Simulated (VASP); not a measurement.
Runs of VASP 6.6.1 on Pb. The structure is cubic, space group Im-3m (No. 229). The conventional cell has a = 3.959 Å, b = 3.959 Å, c = 3.959 Å, α = 90.00°, β = 90.00°, γ = 90.00°. Pb (site symmetry m-3m) is surrounded by 8 Pb at 3.43 Å. This isn't the form of Pb at room conditions, which is fcc.

```tsv
task	cell	k mesh	gap on the mesh (eV)	pressure (GPa)
single point	as given	18 × 18 × 18	none	-1.6
single point	as given	13 × 13 × 13	none	-1.7
electric field gradients	volume scaled by 0.9405, PAW files	13 × 13 × 13	none	1.1
electric field gradients	equal xy, yz and zx shear strains of +4 %, PAW files	13 × 13 × 13	none	(a)
```

Alike in all rows: level PBEsol; potentials or basis VASP PAW PBE potentials, release 64 (Pb_d); no spin polarisation; cutoff (eV) 520; smearing fermi-dirac 0.08 eV.

Estimate the missing entries.

(a) -1.5.

Caveats: the PAW data sets were made with another functional, which shifts forces and pressure a little.

A k mesh can miss the band edges, and the runs leave out spin-orbit coupling on Pb.

A gap of «none» marks a metal or a gap under the smearing width.
